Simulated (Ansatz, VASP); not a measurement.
**Two plane-wave programs on HfO2**

```
Hf O
1.0
     5.55640    0.00000    0.00000
     0.00000    3.33360    0.00000
     0.00000    0.00000    6.50500
Hf O
4 8
Direct
  0.74868 0.75000 0.60787
  0.25132 0.25000 0.39213
  0.24868 0.75000 0.89213
  0.75132 0.25000 0.10787
  0.63950 0.25000 0.42340
  0.36050 0.75000 0.57660
  0.13950 0.25000 0.07660
  0.86050 0.75000 0.92340
  0.52079 0.25000 0.84145
  0.47921 0.75000 0.15855
  0.02079 0.25000 0.65855
  0.97921 0.75000 0.34145
```

Measurements of this composition are mostly on another form, of space group No. 14.

Alike in both runs: task single point; functional PBE; k mesh 5 × 8 × 4; occupations fermi-dirac, width 0.05 eV; no spin polarisation.

```csv
,VASP,Ansatz
version,VASP 6.6.1,Ansatz 0.2.0
potentials or method,"VASP PAW PBE potentials, release 64 (Hf_pv, O)",Ansatz PAW
plane-wave cutoff (eV),520,420
valence electrons in the cell,88,152
```

Ansatz gave:

- gap on the k mesh at the Fermi level (eV): 3.46
- least direct gap on the mesh (eV): 3.46
- pressure (GPa): 3.3
- largest component of the traceless stress (GPa): 0.08
- rms of the force components (eV/Å): 0.029

**Question.** What did VASP give for the same quantities?

**Answer.** gap on the k mesh at the Fermi level (eV): 3.40; least direct gap on the mesh (eV): 3.40; pressure (GPa): -0.4; largest component of the traceless stress (GPa): 0.03; rms of the force components (eV/Å): 0.006.

Atom by atom the forces differ by 0.034 eV/Å (rms over components). The two sets of potentials don't hold the same shells in valence.

Caveats: spin-orbit coupling is left out, which moves the levels of the heavy elements; an odd mesh through Γ misses points on the zone boundary, where band edges often lie (VASP); odd divisions of the mesh miss points on the zone boundary, where band edges often lie, so the gap on the mesh can be too wide (Ansatz); the pressure holds a Pulay correction of +0.9 GPa for the finite cutoff (Ansatz). As with any semilocal functional, this PBE gap is likely too small.
